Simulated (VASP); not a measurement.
# TiO2 (P4_2/mnm) in VASP: further runs

Aim: see how the results for TiO2 move with the level of theory and the settings. Levels: PBEsol, RPBE. Tasks: relaxation of cell and atoms.

Everything below comes from runs of VASP 6.6.1. Logs are shortened: lines on timing, memory, paths and dates and some standing lists are left out, and cuts for length are marked.

## Step 1: Starting point

Symmetry: P4_2/mnm, No. 136, tetragonal system. Conventional cell: a = 4.592 Å, b = 4.592 Å, c = 2.957 Å, α = 90.00°, β = 90.00°, γ = 90.00°. Ti (site symmetry mmm) has 6 O at 1.95 to 1.98 Å as nearest neighbours. O (site symmetry m2m) is surrounded by 3 Ti at 1.95 to 1.98 Å.

## Step 2: Relaxation of cell and atoms, PBEsol

Input file INCAR:

```
SYSTEM = TiO2
  PREC = Accurate
  ENCUT = 580
  EDIFF = 1E-7
  ISMEAR = 0
  SIGMA = 0.02
  LREAL = .FALSE.
  LASPH = .TRUE.
  NELM = 100
  ALGO = Normal
  ISIF = 3
  LWAVE = .FALSE.
  LCHARG = .FALSE.
  GGA = PS
  IBRION = 2
  NSW = 90
  EDIFFG = -0.005
```

Input file KPOINTS:

```
regular mesh
0
G
  6 6 10
  0 0 0
```

Input file POSCAR:

```
TiO2
1.0
    4.5922000000      0.0000000000      0.0000000000
    0.0000000000      4.5922000000      0.0000000000
    0.0000000000      0.0000000000      2.9574000000
Ti O
2 4
Direct
    0.0000000000      0.0000000000      0.0000000000
    0.5000000000      0.5000000000      0.5000000000
    0.3049600000      0.3049600000      0.0000000000
    0.1950400000      0.8049600000      0.5000000000
    0.6950400000      0.6950400000      0.0000000000
    0.8049600000      0.1950400000      0.5000000000
```

Potentials or basis: VASP PAW PBE potentials, release 64 (Ti, O).

Run with:

```sh
$ cat potpaw_PBE.64/Ti/POTCAR potpaw_PBE.64/O/POTCAR > POTCAR
$ mpirun -np 1 vasp_std > vasp.out
```

OUTCAR:

```text
SYSTEM = TiO2
   PREC = Accurate
   ENCUT = 580
   EDIFF = 1E-7
   ISMEAR = 0
   LREAL = .FALSE.
   LASPH = .TRUE.
   NELM = 100
   ISIF = 3
   GGA = PS
   IBRION = 2
   NSW = 90
   EDIFFG = -0.005

 ion  position               nearest neighbor table
   1  0.000  0.000  0.000-   4 1.95   6 1.95   4 1.95   6 1.95   5 1.98   3 1.98
   2  0.500  0.500  0.500-   3 1.95   5 1.95   3 1.95   5 1.95   4 1.98   6 1.98
   3  0.305  0.305  0.000-   2 1.95   2 1.95   1 1.98
   4  0.195  0.805  0.500-   1 1.95   1 1.95   2 1.98
   5  0.695  0.695  0.000-   2 1.95   2 1.95   1 1.98
   6  0.805  0.195  0.500-   1 1.95   1 1.95   2 1.98

  LATTYP: Found a simple tetragonal cell.
 ALAT       =     4.5922000000
 C/A-ratio  =     0.6440050520

  Lattice vectors:

 A1 = (   4.5922000000,   0.0000000000,   0.0000000000)
 A2 = (   0.0000000000,   4.5922000000,   0.0000000000)
 A3 = (   0.0000000000,   0.0000000000,   2.9574000000)

Analysis of symmetry for initial positions (statically):
=====================================================================
 Subroutine PRICEL returns:
 Original cell was already a primitive cell.

 Routine SETGRP: Setting up the symmetry group for a
 simple tetragonal supercell.

 Subroutine GETGRP returns: Found 16 space group operations
 (whereof  8 operations were pure point group operations)
 out of a pool of 16 trial point group operations.

The static configuration has the point symmetry D_2h.
 The point group associated with its full space group is D_4h.

Analysis of symmetry for dynamics (positions and initial velocities):
=====================================================================
 Subroutine PRICEL returns:
 Original cell was already a primitive cell.

 Routine SETGRP: Setting up the symmetry group for a
 simple tetragonal supercell.

 Subroutine GETGRP returns: Found 16 space group operations
 (whereof  8 operations were pure point group operations)
 out of a pool of 16 trial point group operations.

The dynamic configuration has the point symmetry D_2h.
 The point group associated with its full space group is D_4h.

 Subroutine INISYM returns: Found 16 space group operations
 (whereof  8 operations are pure point group operations),
 and found     1 'primitive' translations

----------------------------------------------------------------------------------------

                                     Primitive cell

  volume of cell :      62.3665

  direct lattice vectors                    reciprocal lattice vectors
     4.592200000  0.000000000  0.000000000     0.217760550  0.000000000  0.000000000
     0.000000000  4.592200000  0.000000000     0.000000000  0.217760550  0.000000000
     0.000000000  0.000000000  2.957400000     0.000000000  0.000000000  0.338134848

  length of vectors
     4.592200000  4.592200000  2.957400000     0.217760550  0.217760550  0.338134848

  position of ions in fractional coordinates (direct lattice)
     0.000000000  0.000000000  0.000000000
     0.500000000  0.500000000  0.500000000
     0.304960000  0.304960000  0.000000000
     0.195040000  0.804960000  0.500000000
     0.695040000  0.695040000  0.000000000
     0.804960000  0.195040000  0.500000000

  ion indices of the primitive-cell ions
   primitive index   ion index
                 1           1
                 2           2
                 3           3
                 4           4
                 5           5
                 6           6

----------------------------------------------------------------------------------------

 KPOINTS: regular mesh

Automatic generation of k-mesh.
 Grid dimensions read from file:
 generate k-points for:    6    6   10

 Generating k-lattice:

  Cartesian coordinates                     Fractional coordinates (reciprocal lattice)
     0.036293425  0.000000000  0.000000000     0.166666667  0.000000000  0.000000000
     0.000000000  0.036293425  0.000000000     0.000000000  0.166666667  0.000000000
     0.000000000  0.000000000  0.033813485     0.000000000  0.000000000  0.100000000

  Length of vectors
     0.036293425  0.036293425  0.033813485

  Shift w.r.t. Gamma in fractional coordinates (k-lattice)
     0.000000000  0.000000000  0.000000000

 Subroutine IBZKPT returns following result:
 ===========================================

 Found     60 irreducible k-points:

 Following reciprocal coordinates:
            Coordinates               Weight
  0.000000  0.000000  0.000000      1.000000
  0.166667  0.000000  0.000000      4.000000
  0.333333  0.000000  0.000000      4.000000
  0.500000  0.000000  0.000000      2.000000
  0.166667  0.166667  0.000000      4.000000
  0.333333  0.166667  0.000000      8.000000
[... 16 lines left out ...]
  0.333333  0.000000  0.200000      8.000000
  0.500000  0.000000  0.200000      4.000000
 [... further k-points ...]
   k-points           NKPTS =     60   k-points in BZ     NKDIM =     60   number of bands    NBANDS=     20
   number of dos      NEDOS =    301   number of ions     NIONS =      6
   total plane-waves  NPLWV =  31104
   dimension x,y,z NGX =    36 NGY =   36 NGZ =   24
   dimension x,y,z NGXF=    72 NGYF=   72 NGZF=   48
   ions per type =               2   4
   NGX,Y,Z   is equivalent  to a cutoff of  13.03, 13.03, 13.49 a.u.
   NGXF,Y,Z  is equivalent  to a cutoff of  26.07, 26.07, 26.98 a.u.
 SYSTEM =  TiO2
   PREC   = accura    normal or accurate (medium, high low for compatibility)
   ISTART =      0    job   : 0-new  1-cont  2-samecut
   ICHARG =      2    charge: 1-file 2-atom 10-const
   ISPIN  =      1    spin polarized calculation?
   LNONCOLLINEAR =      F non collinear calculations
   LSORBIT =      F    spin-orbit coupling
   LASPH  =      T    aspherical Exc in radial PAW
   ENCUT  =  580.0 eV  42.63 Ry    6.53 a.u.   9.02  9.02  5.81*2*pi/ulx,y,z
   NELM   =    100;   NELMIN=  2; NELMDL= -5     # of ELM steps
   EDIFF  = 0.1E-06   stopping-criterion for ELM
   LREAL  =      F    real-space projection
   EDIFFG = -.5E-02   stopping-criterion for IOM
   NSW    =     90    number of steps for IOM
   IBRION =      2    ionic relax: 0-MD 1-quasi-New 2-CG
   NFREE  =      1    steps in history (QN), initial steepest desc. (CG)
   ISIF   =      3    stress and relaxation
   ISYM   =      2    0-nonsym 1-usesym 2-fastsym
   POTIM  = 0.5000    time-step for ionic-motion
   TEBEG  =    0.0;   TEEND  =   0.0 temperature during run
   PSTRESS=    0.0 pullay stress
   NELECT =      32.0000    total number of electrons
   NUPDOWN=      -1.0000    fix difference up-down
   EMIN   =  10.00;   EMAX   =-10.00  energy-range for DOS
   EFERMI =   0.00;   METHOD = LEGACY
   ISMEAR =     0;   SIGMA  =   0.02  broadening in eV -4-tet -1-fermi 0-gaus
   EFERMI_NEDOS =   21; number of points for ismear=-14 and -15
   IALGO  =     38    algorithm
   IMIX   =      4    mixing-type and parameters
     AMIX     =   0.40;   BMIX     =  1.00
     AMIX_MAG =   1.60;   BMIX_MAG =  1.00
  volume/ion in A,a.u.               =      10.39        70.15
  Fermi-wavevector in a.u.,A,eV,Ry     =   1.310612  2.476698 23.370793  1.717705
  Thomas-Fermi vector in A             =   2.441131
   LORBIT       =      0    0 simple, 1 ext, 2 COOP (PROOUT), +10 PAW based schemes
   GGA     = PS    functional components
   LHFCALC =     F    Hartree Fock is set to
   AEXX    =    0.0000 exact exchange contribution
   IVDW    =     0    specifies the selected vdW correction
   LEPSILON=     F    determine dielectric tensor
   LRPA    =     F    only Hartree local field effects (RPA)
 conjugate gradient relaxation of ions
 non-spin polarized calculation
 Gauss-broadening in eV      SIGMA  =   0.02
  energy-cutoff  :      580.00
  volume of cell :       62.37
 maximum number of plane-waves:      2008
   NGX = 19   NGY = 19   NGZ = 11

--------------------------------------- Ionic step        1  -------------------------------------------

 number of electron      32.0000014 magnetization

 Free energy of the ion-electron system (eV)
  ---------------------------------------------------
  ext. energy  EPLUGINS =         0.00000000
  ---------------------------------------------------
  free energy    TOTEN  =       -55.28463869 eV

  energy without entropy =      -55.28463869  energy(sigma->0) =      -55.28463869

------------------------ aborting loop because EDIFF is reached ----------------------------------------

  FORCE on cell =-STRESS in cart. coord.  units (eV):
  Direction    XX          YY          ZZ          XY          YZ          ZX
  --------------------------------------------------------------------------------------
  -------------------------------------------------------------------------------------
  Total        0.8365366      0.8365366      0.2539204      0.0000000      0.0000000      0.0000000
  in kB       21.4903687     21.4903687      6.5231375      0.0000000      0.0000000      0.0000000
  external PRESSURE =      16.5012917 kB  Pullay stress =       0.0000000 kB
[... 185 lines left out ...]
  energy  without entropy=      -55.2903289890  energy(sigma->0) =      -55.29032899

--------------------------------------- Ionic step        6  -------------------------------------------

 number of electron      32.0000011 magnetization

 Free energy of the ion-electron system (eV)
  ---------------------------------------------------
  ext. energy  EPLUGINS =         0.00000000
  ---------------------------------------------------
  free energy    TOTEN  =       -55.29034011 eV

  energy without entropy =      -55.29034011  energy(sigma->0) =      -55.29034011

 E-fermi :   1.8498     XC(G=0): -11.4266

 val. band max:        1.7195456017   @ k =   0.0000   0.0000   0.0000
 cond. band min:       3.3907667633   @ k =   0.0000   0.0000   0.0000
 fundamental gap:      1.6712211616
 Fermi energy:         1.8497950410

 k-point     1 :       0.0000    0.0000    0.0000
  band No.  band energies     occupation
      1     -16.4194      2.00000
      2     -15.2002      2.00000
      3     -14.6260      2.00000
      4     -14.6260      2.00000
      5      -4.0942      2.00000
      6      -3.6468      2.00000
[... 12 lines left out ...]
     19       3.9610      0.00000
[... 513 lines left out ...]
      4     -14.8885      2.00000
      5      -2.8027      2.00000
      6      -2.8027      2.00000
[... 12 lines left out ...]
     19       4.6876      0.00000
     20       4.6876      0.00000

 [... further k-points ...]

------------------------ aborting loop because EDIFF is reached ----------------------------------------

  FORCE on cell =-STRESS in cart. coord.  units (eV):
  Direction    XX          YY          ZZ          XY          YZ          ZX
  --------------------------------------------------------------------------------------
  -------------------------------------------------------------------------------------
  Total        0.0019073      0.0019073     -0.0060273      0.0000000      0.0000000      0.0000000
  in kB        0.0486889      0.0486889     -0.1538618      0.0000000      0.0000000      0.0000000
  external PRESSURE =      -0.0188280 kB  Pullay stress =       0.0000000 kB
[... 21 lines left out ...]
  FREE ENERGIE OF THE ION-ELECTRON SYSTEM (eV)
  ---------------------------------------------------
  free  energy   TOTEN  =       -55.2903401076 eV

  energy  without entropy=      -55.2903401076  energy(sigma->0) =      -55.29034011

 reached required accuracy - stopping structural energy minimisation
```

Wall time 3.6 min (1 thread of AMD EPYC 7R13 (Zen 3), shared host); peak memory 0.21 GiB.

What came out:

* Free energy: -55.2903 eV
* Relaxed volume: 10.46 Å³/atom
* Relaxed cell: a = 4.614 Å, b = 4.614 Å, c = 2.948 Å, α = 90.00°, β = 90.00°, γ = 90.00°
* Space group after relaxing (to 0.05 Å): P4_2/mnm (No. 136)
* Energy gained by relaxing: 1.0 meV/atom
* Ionic steps: 6
* Pressure after relaxing: 0.0 GPa
* Band gap on the k mesh: 1.67 eV, direct

Step by step:
| step | energy change (eV) | largest force (eV/Å) | pressure (GPa) | volume (Å³) |
| --- | --- | --- | --- | --- |
| 1 | 0.0000 | 0.1609 | 1.65 | 62.37 |
| 2 | -0.0002 | 0.0810 | -2.51 | 63.34 |
| 3 | -0.0042 | 0.0359 | -0.49 | 62.85 |
| 4 | -0.0057 | 0.0065 | 0.01 | 62.75 |
| 5 | -0.0057 | 0.0082 | 0.03 | 62.75 |
| 6 | -0.0057 | 0.0015 | 0.00 | 62.76 |

Final structure:
```yaml
crystal:
  lattice:
    - [4.61425, 0.00000, 0.00000]
    - [0.00000, 4.61425, 0.00000]
    - [0.00000, 0.00000, 2.94780]
  atoms:
    - { symbol: Ti, position: [0.00000, 0.00000, 0.00000] }
    - { symbol: Ti, position: [0.50000, 0.50000, 0.50000] }
    - { symbol: O, position: [0.30395, 0.30395, 0.00000] }
    - { symbol: O, position: [0.19605, 0.80395, 0.50000] }
    - { symbol: O, position: [0.69605, 0.69605, 0.00000] }
    - { symbol: O, position: [0.80395, 0.19605, 0.50000] }
```

Caveat: the PAW data sets were made with another functional, which shifts forces and pressure a little.

## Step 3: Relaxation of cell and atoms, PBEsol

INCAR, as its differences from that of step 2:

```diff
@@ -2,3 +2,3 @@
   PREC = Accurate
-  ENCUT = 580
+  ENCUT = 480
   EDIFF = 1E-7
```

KPOINTS is that of step 2.

POSCAR is that of step 2.

Potentials or basis: VASP PAW PBE potentials, release 64 (Ti_sv, O_s).

Run with:

```sh
$ cat potpaw_PBE.64/Ti_sv/POTCAR potpaw_PBE.64/O_s/POTCAR > POTCAR
$ mpirun -np 1 vasp_std > vasp.out
```

Run time: 5.1 min. Hardware: 1 thread of AMD EPYC 7R13 (Zen 3), shared host; peak memory 0.2 GiB.

It converged, with:

```
Free energy                            : -56.0762 eV
Relaxed volume                         : 10.35 Å³/atom
Relaxed cell                           : a = 4.591 Å, b = 4.591 Å, c = 2.945 Å, α = 90.00°, β = 90.00°, γ = 90.00°
Space group after relaxing (to 0.05 Å) : P4_2/mnm (No. 136)
Energy gained by relaxing              : 0.4 meV/atom
Ionic steps                            : 5
Pressure after relaxing                : 0.0 GPa
Band gap on the k mesh                 : 1.82 eV, direct
```

The path:
```tsv
step	energy change (eV)	largest force (eV/Å)	pressure (GPa)	volume (Å³)
1	0.0000	0.0685	-1.08	62.37
2	-0.0007	0.0563	1.44	61.74
3	-0.0019	0.0616	0.31	62.01
4	-0.0024	0.0088	-0.03	62.08
5	-0.0024	0.0018	0.00	62.07
```

Final structure:
```cif
data_structure
_symmetry_space_group_name_H-M 'P 1'
_symmetry_Int_Tables_number 1
_cell_length_a 4.5911
_cell_length_b 4.5911
_cell_length_c 2.9447
_cell_angle_alpha 90.000
_cell_angle_beta 90.000
_cell_angle_gamma 90.000
_cell_volume 62.07
loop_
_atom_site_label
_atom_site_type_symbol
_atom_site_fract_x
_atom_site_fract_y
_atom_site_fract_z
_atom_site_occupancy
Ti1 Ti 0.00000 0.00000 0.00000 1
Ti2 Ti 0.50000 0.50000 0.50000 1
O1 O 0.30423 0.30423 0.00000 1
O2 O 0.19578 0.80422 0.50000 1
O3 O 0.69578 0.69578 0.00000 1
O4 O 0.80422 0.19578 0.50000 1
```

Levels at points of the mesh, in eV from the valence-band top:
```csv
k point,band 22,band 23,band 24,band 25,band 26,band 27
"(0.00, 0.00, 0.00)",-0.47,-0.47,0.00,1.82,2.09,2.39
"(0.50, 0.00, 0.00)",-1.66,-0.76,-0.76,2.50,2.50,3.02
"(0.50, 0.50, 0.00)",-1.32,-1.11,-1.11,1.85,1.85,2.51
"(0.00, 0.00, 0.50)",-2.44,-1.45,-1.45,2.97,2.97,3.19
"(0.50, 0.00, 0.50)",-2.09,-1.06,-1.06,1.86,1.86,3.21
"(0.50, 0.50, 0.50)",-1.32,-0.69,-0.69,2.58,2.58,3.19
```

Caveat: the PAW data sets were made with another functional, which shifts forces and pressure a little. A k mesh can miss the band edges.

## Step 4: Relaxation of cell and atoms, RPBE

INCAR, as its differences from that of step 3:

```diff
@@ -2,3 +2,3 @@
   PREC = Accurate
-  ENCUT = 480
+  ENCUT = 600
   EDIFF = 1E-7
@@ -13,3 +13,3 @@
   LCHARG = .FALSE.
-  GGA = PS
+  GGA = RP
   IBRION = 2
```

KPOINTS is that of step 3.

POSCAR is that of step 3.

Potentials or basis: VASP PAW PBE potentials, release 64 (Ti_sv, O).

Run with:

```sh
$ cat potpaw_PBE.64/Ti_sv/POTCAR potpaw_PBE.64/O/POTCAR > POTCAR
$ mpirun -np 1 vasp_std > vasp.out
```

Wall time 10 min (1 thread of AMD EPYC 7R13 (Zen 3), shared host); peak memory 0.24 GiB.

Results (log left out):

* Free energy: -51.2147 eV
* Relaxed volume: 10.93 Å³/atom
* Relaxed cell: a = 4.689 Å, b = 4.689 Å, c = 2.983 Å, α = 90.00°, β = 90.00°, γ = 90.00°
* Space group after relaxing (to 0.05 Å): P4_2/mnm (No. 136)
* Energy gained by relaxing: 17.0 meV/atom
* Ionic steps: 8
* Pressure after relaxing: 0.0 GPa
* Largest force after relaxing: 0.003 eV/Å
* Band gap on the k mesh: 1.84 eV, direct

Forces on the atoms (eV/Å):
```
Ti   0.000  0.000  0.000
Ti   0.000  0.000  0.000
O    0.002  0.002  0.000
O   -0.002  0.002  0.000
O   -0.002 -0.002  0.000
O    0.002 -0.002  0.000
```

The path:
| step | energy change (eV) | largest force (eV/Å) | pressure (GPa) | volume (Å³) |
| --- | --- | --- | --- | --- |
| 1 | 0.0000 | 0.1546 | 10.84 | 62.37 |
| 2 | 0.0321 | 0.3960 | -10.29 | 68.93 |
| 3 | -0.0951 | 0.1273 | -0.02 | 65.30 |
| 4 | -0.0951 | 0.1223 | 0.18 | 65.24 |
| 5 | -0.1007 | 0.0489 | 0.14 | 65.41 |
| 6 | -0.1017 | 0.0005 | 0.16 | 65.52 |
| 7 | -0.1017 | 0.0067 | -0.16 | 65.63 |
| 8 | -0.1018 | 0.0033 | 0.01 | 65.57 |

Final structure:
```
Ti O
1.0
     4.68877    0.00000    0.00000
     0.00000    4.68877    0.00000
     0.00000    0.00000    2.98252
Ti O
2 4
Direct
  0.00000 0.00000 0.00000
  0.50000 0.50000 0.50000
  0.30573 0.30573 0.00000
  0.19427 0.80573 0.50000
  0.69427 0.69427 0.00000
  0.80573 0.19427 0.50000
```

Levels at points of the mesh, in eV from the valence-band top:
```
           k point  band 22  band 23  band 24  band 25  band 26  band 27
(0.00, 0.00, 0.00)    -0.40    -0.40     0.00     1.84     2.13     2.39
(0.50, 0.00, 0.00)    -1.48    -0.68    -0.68     2.46     2.46     2.88
(0.50, 0.50, 0.00)    -1.20    -0.99    -0.99     1.87     1.87     2.46
(0.00, 0.00, 0.50)    -2.07    -1.36    -1.36     2.81     2.81     3.09
(0.50, 0.00, 0.50)    -1.91    -0.93    -0.93     1.89     1.89     3.11
(0.50, 0.50, 0.50)    -1.13    -0.66    -0.66     2.50     2.50     3.11
```

Caveat: the PAW data sets were made with another functional, which shifts forces and pressure a little. Zero-point motion and thermal expansion aren't in these numbers.

## Step 5: The runs side by side

```tsv
level	potentials or basis	cutoff (eV)	gap on the mesh (eV)	pressure (GPa)	relaxed volume (Å³/atom)
PBEsol	VASP PAW PBE potentials, release 64 (Ti, O)	580	1.67	0.0	10.46
PBEsol	VASP PAW PBE potentials, release 64 (Ti_sv, O_s)	480	1.82	0.0	10.35
RPBE	VASP PAW PBE potentials, release 64 (Ti_sv, O)	600	1.84	0.0	10.93
```

Alike in all rows: task relaxation of cell and atoms; no spin polarisation; cell relaxed; k mesh 6 × 6 × 10; smearing gaussian 0.02 eV.

Caveats: the PAW data sets were made with another functional, which shifts forces and pressure a little.

Absolute energies hang on the potentials; compare differences alone.
